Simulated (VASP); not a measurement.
# BP in VASP: one cell, several levels of theory

What does VASP give for zincblende BP, under -1.0 % equal strain in all directions, the cell held fixed? Runs: PBE, r2SCAN. The results are then set beside those of Ansatz 0.2.0 for the same cell.

Program: VASP 6.6.1. PAW datasets, plane waves. (Simulation; spin polarisation is off.)

### 1 Starting point

The cell comes from an earlier relaxation with r2SCAN in another program.

Space group F-43m (No. 216), cubic; a = 4.491 Å in the conventional setting, 11.32 Å³ an atom. Near B stand 4 P at 1.94 Å; near P stand 4 B at 1.94 Å.

The structure in full:

```xyz
2
Lattice="0.0000 2.2456 2.2456 2.2456 0.0000 2.2456 2.2456 2.2456 0.0000" Properties=species:S:1:pos:R:3 pbc="T T T"
B     0.0000    0.0000    0.0000
P     1.1228    1.1228    1.1228
```

### 2 PBE

INCAR reads:

```
ENCUT = 520.000000
SIGMA = 0.020000
EDIFF = 1.00e-07
GGA = PE
PREC = Accurate
IBRION = -1
ISIF = 2
ISMEAR = -1
NBANDS = 11
NELM = 120
NSW = 0
LASPH = .TRUE.
LCHARG = .FALSE.
LWAVE = .FALSE.
LREAL = .FALSE.
```

KPOINTS reads:

```
KPOINTS created by Atomic Simulation Environment
0
Gamma
10 10 10
0 0 0
```

KPOINTS_OPT reads:

```
special points
7
Reciprocal
0.0000000000 0.0000000000 0.0000000000 1
-0.5000000000 -0.5000000000 0.0000000000 1
-0.3750000000 -0.3750000000 0.2500000000 1
-0.3750000000 0.0000000000 0.3750000000 1
0.0000000000 0.0000000000 0.5000000000 1
-0.5000000000 -0.2500000000 0.2500000000 1
0.0000000000 0.4166670000 0.4166670000 1
```

POSCAR reads:

```
B  P
 1.0000000000000000
     0.0000000000000000    2.2456325121999998    2.2456325121999998
     2.2456325121999998    0.0000000000000000    2.2456325121999998
     2.2456325121999998    2.2456325121999998    0.0000000000000000
 B   P
   1   1
Cartesian
  0.0000000000000000  0.0000000000000000  0.0000000000000000
  1.1228162560999999  1.1228162560999999  1.1228162560999999
```

The run uses the recommended PBE PAW datasets (8 valence electrons a neutral cell).

Started as:

```
$ mpirun -np 1 vasp_std
```

Standard output, without the iteration lines:

```text
POSCAR found type information on POSCAR B P
 POSCAR found :  2 types and       2 ions
 LDA part: xc-table for (Slater+PW92), standard interpolation
 POSCAR, INCAR and KPOINTS ok, starting setup
 FFT: planning ... GRIDC
 FFT: planning ... GRID_SOFT
 FFT: planning ... GRID
 WAVECAR not read
 entering main loop
 Start KPOINTS_OPT (optional k-point list driver)
k-point batch [1-7\7]
```

OSZICAR:

```text
N       E                     dE             d eps       ncg     rms          rms(c)
DAV:   1     0.955742217937E+01    0.95574E+01   -0.39755E+03  1042   0.656E+02
DAV:   2    -0.130637066244E+02   -0.22621E+02   -0.21677E+02  1362   0.112E+02
DAV:   3    -0.136876120227E+02   -0.62391E+00   -0.62224E+00  1331   0.159E+01
DAV:   4    -0.136898110616E+02   -0.21990E-02   -0.21989E-02  1177   0.109E+00
DAV:   5    -0.136898222376E+02   -0.11176E-04   -0.11176E-04  1301   0.776E-02    0.754E+00
DAV:   6    -0.130226508093E+02    0.66717E+00   -0.14778E+00  1169   0.536E+00    0.406E+00
DAV:   7    -0.129219232504E+02    0.10073E+00   -0.26499E-01  1283   0.256E+00    0.137E+00
DAV:   8    -0.129137798496E+02    0.81434E-02   -0.27824E-02  1227   0.965E-01    0.203E-01
DAV:   9    -0.129140985171E+02   -0.31867E-03   -0.70887E-04  1201   0.183E-01    0.134E-01
DAV:  10    -0.129142917311E+02   -0.19321E-03   -0.24228E-04  1163   0.981E-02    0.290E-02
DAV:  11    -0.129143023728E+02   -0.10642E-04   -0.11629E-05  1315   0.225E-02    0.359E-02
DAV:  12    -0.129143032847E+02   -0.91187E-06   -0.46338E-06  1145   0.106E-02    0.159E-02
DAV:  13    -0.129143031610E+02    0.12368E-06   -0.13254E-07   964   0.236E-03    0.673E-03
DAV:  14    -0.129143032216E+02   -0.60613E-07   -0.49927E-08   595   0.124E-03
   1 F= -.12914303E+02 E0= -.12914303E+02  d E =-.965290E-12
       N       E                     dE             ncg
DAV:   1     0.565669062244E+03   -0.21077E+04      154
DAV:   2     0.409055787906E+03   -0.15661E+03      229
DAV:   3     0.404366941387E+03   -0.46888E+01      193
DAV:   4     0.404344971435E+03   -0.21970E-01      197
DAV:   5     0.404344891725E+03   -0.79710E-04      186
DAV:   6     0.404344891243E+03   -0.48221E-06      181
DAV:   7     0.404344891239E+03   -0.34507E-08      208
```

The lines after F= are the extra pass for the points of KPOINTS_OPT, at fixed density; their E is not a total energy.

Parts of OUTCAR:

```text
k-points           NKPTS =     47   k-points in BZ     NKDIM =     47   number of bands    NBANDS=     11

   NELECT =       8.0000    total number of electrons

   dimension x,y,z NGX =    24 NGY =   24 NGZ =   24
   dimension x,y,z NGXF=    48 NGYF=   48 NGZF=   48

  energy-cutoff  :      520.00
  volume of cell :       22.65
      direct lattice vectors                 reciprocal lattice vectors
     0.000000000  2.245632512  2.245632512    -0.222654418  0.222654418  0.222654418
     2.245632512  0.000000000  2.245632512     0.222654418 -0.222654418  0.222654418
     2.245632512  2.245632512  0.000000000     0.222654418  0.222654418 -0.222654418

 k-points in reciprocal lattice and weights: KPOINTS created by Atomic Simulation Env
   0.00000000  0.00000000  0.00000000       0.001
   0.10000000  0.00000000  0.00000000       0.008
   0.20000000  0.00000000  0.00000000       0.008
   0.30000000  0.00000000  0.00000000       0.008
   0.40000000  0.00000000  0.00000000       0.008
   0.50000000  0.00000000  0.00000000       0.004
   0.10000000  0.10000000  0.00000000       0.006
   0.20000000  0.10000000  0.00000000       0.024
[... 39 more k-points ...]

 E-fermi :   8.2393

 k-point     1 :       0.0000    0.0000    0.0000
  band No.  band energies     occupation
      1      -7.9361      2.00000
      2       7.8040      2.00000
      3       7.8040      2.00000
      4       7.8040      2.00000
      5      11.2524      0.00000
      6      11.2524      0.00000
      7      11.2524      0.00000
      8      15.6559      0.00000
      9      19.5310      0.00000
     10      20.0224      0.00000
     11      20.0224      0.00000

 k-point     2 :       0.1000    0.0000    0.0000
  band No.  band energies     occupation
      1      -7.7513      2.00000
      2       6.4796      2.00000
      3       7.5012      2.00000
      4       7.5012      2.00000
      5      11.6719      0.00000
      6      11.6719      0.00000
      7      11.7198      0.00000
      8      16.1439      0.00000
      9      19.3182      0.00000
     10      19.3182      0.00000
     11      20.1170      0.00000

 k-point     3 :       0.2000    0.0000    0.0000
  band No.  band energies     occupation
      1      -7.2034      2.00000
      2       4.0916      2.00000
      3       6.9293      2.00000
      4       6.9293      2.00000
      5      11.9719      0.00000
      6      12.4034      0.00000
      7      12.4034      0.00000
      8      17.2227      0.00000
      9      18.7055      0.00000
     10      18.7055      0.00000
     11      20.9900      0.00000

 k-point     4 :       0.3000    0.0000    0.0000
  band No.  band energies     occupation
      1      -6.3215      2.00000
      2       1.6782      2.00000
      3       6.4306      2.00000
      4       6.4306      2.00000
      5      11.9116      0.00000
      6      12.7164      0.00000
      7      12.7164      0.00000
      8      17.9994      0.00000
      9      19.3171      0.00000
     10      19.3171      0.00000
     11      21.3040      0.00000

 k-point     5 :       0.4000    0.0000    0.0000
  band No.  band energies     occupation
      1      -5.2156      2.00000
      2      -0.3999      2.00000
      3       6.1153      2.00000
      4       6.1153      2.00000
      5      11.8124      0.00000
      6      12.6223      0.00000
      7      12.6223      0.00000
      8      18.0954      0.00000
      9      21.0722      0.00000
     10      21.0722      0.00000
     11      22.2349      0.00000

 k-point     6 :       0.5000    0.0000    0.0000
  band No.  band energies     occupation
      1      -4.4923      2.00000
      2      -1.4545      2.00000
      3       6.0090      2.00000
      4       6.0090      2.00000
      5      11.7725      0.00000
      6      12.5374      0.00000
      7      12.5374      0.00000
      8      18.0380      0.00000
      9      22.6332      0.00000
     10      22.6332      0.00000
     11      22.9407      0.00000

 k-point     7 :       0.1000    0.1000    0.0000
  band No.  band energies     occupation
      1      -7.6895      2.00000
      2       6.9330      2.00000
      3       6.9330      2.00000
      4       7.0278      2.00000
      5      10.8053      0.00000
      6      12.3971      0.00000
      7      12.3971      0.00000
      8      15.9238      0.00000
      9      18.4993      0.00000
     10      20.2887      0.00000
     11      20.3382      0.00000

 k-point     8 :       0.2000    0.1000    0.0000
  band No.  band energies     occupation
      1      -7.2621      2.00000
      2       4.9215      2.00000
      3       6.2870      2.00000
      4       6.7885      2.00000
      5      10.9729      0.00000
      6      13.0576      0.00000
      7      13.3216      0.00000
      8      15.6399      0.00000
      9      18.6887      0.00000
     10      20.1035      0.00000
     11      21.3778      0.00000

 k-point     9 :       0.3000    0.1000    0.0000
  band No.  band energies     occupation
      1      -6.4882      2.00000
      2       2.5442      2.00000
      3       5.8156      2.00000
      4       6.1994      2.00000
      5      11.4717      0.00000
      6      13.2073      0.00000
      7      13.7712      0.00000
      8      15.7506      0.00000
      9      19.6946      0.00000
     10      20.4303      0.00000
     11      21.8527      0.00000

 k-point    10 :       0.4000    0.1000    0.0000
  band No.  band energies     occupation
      1      -5.4361      2.00000
      2       0.3512      2.00000
      3       5.5977      2.00000
      4       5.6145      2.00000
      5      11.6201      0.00000
      6      13.1421      0.00000
      7      13.5976      0.00000
      8      16.9109      0.00000
      9      20.1642      0.00000
     10      21.8537      0.00000
     11      22.6337      0.00000

 k-point    11 :       0.5000    0.1000    0.0000
  band No.  band energies     occupation
      1      -4.4464      2.00000
      2      -1.1757      2.00000
      3       5.1837      2.00000
      4       5.6460      2.00000
      5      11.7049      0.00000
      6      13.0714      0.00000
      7      13.2459      0.00000
      8      18.1623      0.00000
      9      20.6770      0.00000
     10      22.6284      0.00000
     11      23.4430      0.00000

 k-point    12 :      -0.4000    0.1000    0.0000
  band No.  band energies     occupation
      1      -4.7141      2.00000
      2      -0.7978      2.00000
      3       4.9724      2.00000
      4       5.9411      2.00000
      5      11.9369      0.00000
      6      12.9987      0.00000
      7      13.1193      0.00000
      8      18.3335      0.00000
      9      20.5298      0.00000
     10      21.2436      0.00000
     11      23.5110      0.00000

 k-point    13 :      -0.3000    0.1000    0.0000
  band No.  band energies     occupation
      1      -5.8099      2.00000
      2       1.0473      2.00000
      3       5.0196      2.00000
      4       6.4372      2.00000
      5      12.2392      0.00000
      6      12.8141      0.00000
      7      13.2909      0.00000
      8      17.5545      0.00000
      9      18.5308      0.00000
     10      21.0598      0.00000
     11      22.8724      0.00000

 k-point    14 :      -0.2000    0.1000    0.0000
  band No.  band energies     occupation
      1      -6.7834      2.00000
      2       3.3345      2.00000
      3       5.3501      2.00000
      4       7.0427      2.00000
      5      12.3792      0.00000
      6      12.3976      0.00000
      7      13.2600      0.00000
      8      16.7086      0.00000
      9      17.6409      0.00000
     10      20.6410      0.00000
     11      21.9208      0.00000

 k-point    15 :      -0.1000    0.1000    0.0000
  band No.  band energies     occupation
      1      -7.4451      2.00000
      2       5.5093      2.00000
      3       6.1063      2.00000
      4       7.5354      2.00000
      5      11.7396      0.00000
      6      12.1129      0.00000
      7      12.6568      0.00000
      8      16.4540      0.00000
      9      18.0801      0.00000
     10      19.7932      0.00000
     11      20.9624      0.00000

 k-point    16 :       0.2000    0.2000    0.0000
  band No.  band energies     occupation
      1      -6.9569      2.00000
      2       5.2025      2.00000
      3       5.5839      2.00000
      4       5.5839      2.00000
      5       9.9808      0.00000
      6      13.9961      0.00000
      7      14.5379      0.00000
      8      14.5379      0.00000
      9      19.3467      0.00000
     10      21.0757      0.00000
     11      22.3476      0.00000

[... the tables of k-points 17 to 47 left out ...]

  Total        0.8969598      0.8969598      0.8969598      0.0000000     -0.0000000      0.0000000
  in kB       63.4508589     63.4508589     63.4508589      0.0000000     -0.0000000      0.0000000
  external PRESSURE =      63.4508589 kB  Pullay stress =       0.0000000 kB

 POSITION                                       TOTAL-FORCE (eV/Angst)
 -----------------------------------------------------------------------------------
      0.00000      0.00000      0.00000         0.000000      0.000000      0.000000
      1.12282      1.12282      1.12282        -0.000000     -0.000000     -0.000000
 -----------------------------------------------------------------------------------
    total drift:                                0.000000      0.000000      0.000000

  FREE ENERGIE OF THE ION-ELECTRON SYSTEM (eV)
  ---------------------------------------------------
  free  energy   TOTEN  =       -12.9143032216 eV

  energy  without entropy=      -12.9143032216  energy(sigma->0) =      -12.91430322
```

Hardware: 1 MPI rank of Intel Xeon Platinum 8488C, shared host.

The levels at the points of KPOINTS_OPT are read from vasprun.xml.

Levels at the named points, in eV from the top of band v (v: the last filled band by count, c: the next):

```tsv
point	v−1	v	c	c+1
Γ	0.00	0.00	3.45	3.45
X	-4.23	-4.23	1.27	1.63
U	-6.42	-3.60	2.12	6.08
K	-6.42	-3.60	2.12	6.08
L	-1.79	-1.79	3.97	4.73
W	-5.85	-5.65	5.33	6.84
```

The PBE gap is 1.19 eV and indirect (Γ to (0.00, 0.42, 0.42)), with 3.45 eV as the least direct one. The pressure is 6.35 GPa; the forces vanish within 0.01 eV/Å.

(Part 1 of 2 ends here.)
